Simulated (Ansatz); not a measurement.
**BaS: strong compression**

An exercise on one series of results from a longer session: the logs are not shown, and one member is left open.

Program: Ansatz 0.2.0. Level of theory: DFT PBE, with the methods named in each step. These are calculated values, not measurements.

## Starting point

It takes space group Pm-3m (No. 221, cubic). Conventional cell: a = 3.890 Å, b = 3.890 Å, c = 3.890 Å, α = 90.00°, β = 90.00°, γ = 90.00°. Ba (site symmetry m-3m) is surrounded by 8 S at 3.37 Å. Around S (site symmetry m-3m) lie 8 Ba at 3.37 Å.

Coordinates:

```xyz
2
Lattice="3.8904 0.0000 0.0000 0.0000 3.8904 0.0000 0.0000 0.0000 3.8904" Properties=species:S:1:pos:R:3 pbc="T T T"
Ba    0.0000    0.0000    0.0000
S     1.9452    1.9452    1.9452
```

Whether this phase is the stable one at these pressures isn't tested.

Atoms are numbered in the order of the input: Ba1, S2.

The first run:

Contents of input.yaml:

```yaml
crystal:
  lattice:
    - [3.8903894762, 0.0, 0.0]
    - [0.0, 3.8903894762, 0.0]
    - [0.0, 0.0, 3.8903894762]
  atoms:
    - { symbol: Ba, position: [0.0, 0.0, 0.0] }
    - { symbol: S, position: [0.5, 0.5, 0.5] }
kpoints:
  mp_grid: { grid: [10, 10, 10] }
scf:
  occupations: { method: fermi_dirac, width: 0.05 }
hamiltonian:
  xc: pbe
  pseudopotentials: { kind: paw }
output:
  forces: true
  stress: true
relax:
  f_tol: 0.005
  max_steps: 40
  cell: {}
```

On the command line:

```sh
> ansatz run input.yaml --threads 1 --pin off --max-ram 2048MiB --backend cpu --events-out ev --progress --plain --runs-dir out
```

Among the steps run: Cell relaxed at zero pressure, PAW; Volume scaled by 1, PAW; Volume scaled by 0.9, PAW; Volume scaled by 0.8, PAW; Volume scaled by 0.7, PAW; Volume scaled by 0.6, PAW; Volume scaled by 0.5, PAW; Volume scaled by 0.4, PAW; Volume scaled by 0.4, PAW (level accurate).

One of the session's tables, all rows but one given; the rest of the session is left out.

| method | volume over the first | volume (Å³/atom) | pressure (GPa) |
| --- | --- | --- | --- |
| PAW | 1 | 28.322 | 0.02 |
| PAW | 0.9 | 25.490 | 6.03 |
| PAW | 0.8 | 22.658 | 16.39 |
| PAW | 0.7 | 19.825 | 34.67 |
| PAW | 0.6 | 16.993 | 67.41 |
| PAW | 0.5 | ? | ? |
| PAW | 0.4 | 11.329 | 245.34 |
| PAW (level accurate) | 0.4 | 11.329 | 245.87 |

**Question.** Estimate the row for PAW, 0.5.

**Answer.** volume (Å³/atom): 14.161; pressure (GPa): 127.37. In the column «volume (Å³/atom)» it lies between PAW (level accurate), 0.4 (11.329) and PAW, 0.6 (16.993).

To keep in mind: Warnings in the runs' records: written density without core change.
